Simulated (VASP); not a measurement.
## Si5Ru: relaxation of cell and atoms with PBE

Si5Ru:

```
Si Ru
1.0
     4.71289    0.00000    0.00000
    -2.35645    4.08148    0.00000
     0.00000    0.00000    4.70810
Si Ru
5 1
Direct
  0.50000 0.00000 0.50000
  0.00000 0.50000 0.50000
  0.50000 0.50000 0.50000
  0.33333 0.66667 0.00000
  0.66667 0.33333 0.00000
  0.00000 0.00000 0.00000
```

The cell was built by a generator and needn't be a form met in nature.

The cell isn't the ideal one: random cell by space group and Wyckoff sites (P6/mmm, No. 191).

| Quantity | Value |
| --- | --- |
| Program | VASP 6.6.1 |
| Task | relaxation of cell and atoms |
| Functional | PBE |
| Potentials or basis | VASP PAW PBE potentials, release 64 (Si, Ru_pv) |
| Cutoff | 600 eV |
| k mesh | 9 × 9 × 8 |
| Occupations | gaussian, width 0.1 eV |
| Spin | no spin polarisation |
| Dipole correction | no |
| Further INCAR settings | ALGO = Fast; EDIFF = 1e-06; IBRION = 2; EDIFFG = -0.01; NSW = 100; ISIF = 3 |

```
Relaxed volume                         : 15.15 Å³/atom
Relaxed cell                           : a = 4.712 Å, b = 4.712 Å, c = 4.728 Å, α = 90.00°, β = 90.00°, γ = 120.00°
Space group after relaxing (to 0.05 Å) : P6/mmm (No. 191)
Energy gained by relaxing              : 0.1 meV/atom
Ionic steps                            : 4
Pressure after relaxing                : 0.0 GPa
Band gap on the k mesh                 : none (metal or under the smearing width)
```

Step by step:
```
step  energy change (eV)  largest force (eV/Å)  pressure (GPa)  volume (Å³)
   1              0.0000                0.0000            0.28        90.56
   2             -0.0005                0.0000           -0.07        90.91
   3             -0.0005                0.0000           -0.13        90.95
   4             -0.0006                0.0000           -0.02        90.92
```

Final structure:
```
Si Ru
1.0
     4.71238    0.00000    0.00000
    -2.35619    4.08104    0.00000
     0.00000    0.00000    4.72789
Si Ru
5 1
Direct
  0.50000 0.00000 0.50000
  0.00000 0.50000 0.50000
  0.50000 0.50000 0.50000
  0.33333 0.66667 0.00000
  0.66667 0.33333 0.00000
  0.00000 0.00000 0.00000
```

Levels at points of the mesh, in eV from the Fermi level:
| k point | band 15 | band 16 | band 17 | band 18 | band 19 | band 20 |
| --- | --- | --- | --- | --- | --- | --- |
| (0.00, 0.00, 0.00) | -1.68 | -1.44 | -1.33 | -0.81 | 0.70 | 0.70 |
| (0.00, 0.00, 0.50) | -0.40 | -0.40 | 0.06 | 0.06 | 0.24 | 0.90 |

It took 4.9 min on 1 thread of Intel(R) Xeon(R) Platinum 8488C (Sapphire Rapids), with other jobs on the host, peak memory 0.33 GiB.
